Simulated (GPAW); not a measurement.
Tl in GPAW: convergence with smearing width (eV)

Tl:

```
CELL_PARAMETERS angstrom
3.45600 0.00000 0.00000
-1.72800 2.99298 0.00000
0.00000 0.00000 5.52500
ATOMIC_POSITIONS crystal
Tl 0.66667 0.33333 0.75000
Tl 0.33333 0.66667 0.25000
```

| Property | Result |
| --- | --- |
| Program | GPAW 26.7.0 |
| Task | convergence study |
| Functional | r2SCAN |
| Potentials or basis | GPAW PAW data sets (gpaw-data 1.2.1) |
| Cutoff | 600 eV |
| Basis | pw |
| k mesh | 7 × 7 × 4 |
| Occupations | gaussian, width 0.5 eV |
| Spin | no spin polarisation |

These are the settings of the first run; the series varies smearing width (eV), with any setting tied to it.

Hardware: 1 thread of Intel(R) Xeon(R) Platinum 8488C (Sapphire Rapids), with other jobs on the host.

Q: The values tried are 0.5, 0.3, 0.2, 0.15, 0.1, 0.05, 0.025, 0.01, loosest first. From which on does the energy stay within 1 meV/atom of the tightest run that finished?

A: From 0.05 on.

```tsv
smearing width (eV)	energy less the tightest run, at zero smearing (meV/atom)	pressure (GPa)	SCF cycles	CPU time (s)	peak memory (GiB)
0.5	-7.56	1.89	14	43	0.27
0.3	-4.19	1.74	14	42	0.27
0.2	-2.52	1.70	14	40	0.28
0.15	-1.87	1.69	14	41	0.27
0.1	-1.22	1.68	14	40	0.28
0.05	-0.29	1.67	14	48	0.28
0.025	0.05	1.64	14	44	0.27
0.01	0.00	1.60	14	48	0.28
```

Against the tightest run, the pressure stays within 0.1 GPa from 0.2 on. Narrower smearing needs a denser k mesh, so at a fixed mesh the narrowest width isn't the most accurate. The tightest run that finished is the yardstick and may itself not be fully converged.

Caveat, for the tightest run too: the PAW data sets were made with another functional, which shifts forces and pressure a little. The run has no spin-orbit coupling, so splittings on Tl are missing.
